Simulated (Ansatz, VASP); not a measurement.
## One calculation of NaI, two programs

The input INCAR:

```
SYSTEM = NaI
  PREC = Accurate
  ENCUT = 520
  EDIFF = 1E-7
  ISMEAR = 0
  SIGMA = 0.05
  LREAL = .False.
  LASPH = .True.
  NELM = 60
  ALGO = Normal
  ISIF = 2
  LWAVE = .False.
  LCHARG = .False.
  GGA = PE
  NBANDS = 14
```

File KPOINTS:

```
regular mesh
0
Gamma
  8 8 8
  0 0 0
```

The input POSCAR:

```
NaI
1.0
    0.0000000000      3.2364000000      3.2364000000
    3.2364000000      0.0000000000      3.2364000000
    3.2364000000      3.2364000000      0.0000000000
Na I
1 1
Direct
    0.0000000000      0.0000000000      0.0000000000
    0.5000000000      0.5000000000      0.5000000000
```

Input for Ansatz:

```yaml
crystal:
  lattice:
    - [0.0, 3.2364, 3.2364]
    - [3.2364, 0.0, 3.2364]
    - [3.2364, 3.2364, 0.0]
  atoms:
    - { symbol: Na, position: [0.0, 0.0, 0.0] }
    - { symbol: I, position: [0.5, 0.5, 0.5] }
basis:
  ecutwfc: 420
kpoints:
  mp_grid: { grid: [8, 8, 8] }
hamiltonian:
  xc: pbe
scf:
  occupations: { method: gaussian, width: 0.05 }
output:
  forces: true
  stress: true
  eigenvalues: true
```

Alike in both runs: task single point; functional PBE; k mesh 8 × 8 × 8; occupations gaussian, width 0.05 eV; no spin polarisation.

```csv
,VASP,Ansatz
version,VASP 6.6.1,Ansatz 0.2.0
potentials or method,"VASP PAW PBE potentials, release 64 (Na_pv, I)","scalar-relativistic, plane waves, PAW"
plane-wave cutoff (eV),520,420
valence electrons in the cell,14,26
```

|  | VASP | Ansatz | Ansatz less VASP |
| --- | --- | --- | --- |
| gap on the k mesh at the Fermi level (eV) | 3.64 | 3.64 | +0.004 |
| least direct gap on the mesh (eV) | 3.64 | 3.64 | +0.004 |
| pressure (GPa) | 0.4 | 0.4 | -0.01 |

The two sets of potentials don't hold the same shells in valence.

Caveats: spin-orbit coupling is left out, which moves the levels of the heavy elements. A hybrid or GW would open this gap; PBE tends to underestimate it.
